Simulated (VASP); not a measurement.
Wanted: the native input for a VASP 6.6.1 run.

| Property | Result |
| --- | --- |
| Task | single point |
| Functional | PBE |
| Potentials or basis | VASP PAW PBE potentials, release 64 (K_sv) |
| Cutoff | 600 eV |
| k mesh | 5 × 5 × 1 |
| Occupations | fermi-dirac, width 0.05 eV |
| Spin | no spin polarisation |
| Dipole correction | yes |
| Further INCAR settings | ALGO = Fast; EDIFF = 1e-06 |

The structure of K lies in POSCAR:

```
K
1.0
    4.7864284507      0.0000000000      0.0000000000
   -2.3932142254      4.1451686318      0.0000000000
    0.0000000000      0.0000000000     30.5168343227
K
5
Direct
    0.0000000000      0.0000000000      0.2457659900
    0.6666666667      0.3333333333      0.3728519591
    0.3333333333      0.6666666667      0.4999379282
    0.6666666667      0.3333333333      0.6271480409
    0.3333333333      0.6666666667      0.7542340100
```

The slab is cut from a database's or a generator's crystal, which needn't be the stable form of the element.

The input as run:

INCAR

```
  ALGO = Fast
  DIPOL = 0.5 0.5 0.500
  EDIFF = 1E-6
  ENCUT = 600
  GGA = PE
  IDIPOL = 3
  ISIF = 2
  ISMEAR = -1
  LASPH = True
  LCHARG = True
  LDIPOL = True
  LELF = True
  LREAL = False
  LVACPOTAV = True
  LVHAR = True
  LWAVE = False
  NELM = 60
  PREC = Accurate
  SIGMA = 0.05
```

KPOINTS

```
k-points
0
Gamma
  5 5 1
```

Potentials or basis: VASP PAW PBE potentials, release 64 (K_sv).

Command:

```console
$ cat potpaw_PBE.64/K_sv/POTCAR > POTCAR
$ mpirun -np 1 vasp_std > vasp.out
```

Results of the run:

```json
{"Largest force": "0.044 eV/Å", "Band gap on the k mesh": "none (metal or under the smearing width)", "Work function of the upper face": "2.28 eV", "Work function of the lower face": "2.28 eV"}
```

It took 2.6 min on 1 thread of Intel(R) Xeon(R) 6975P-C (Granite Rapids) (shared host), peak memory 0.8 GiB.
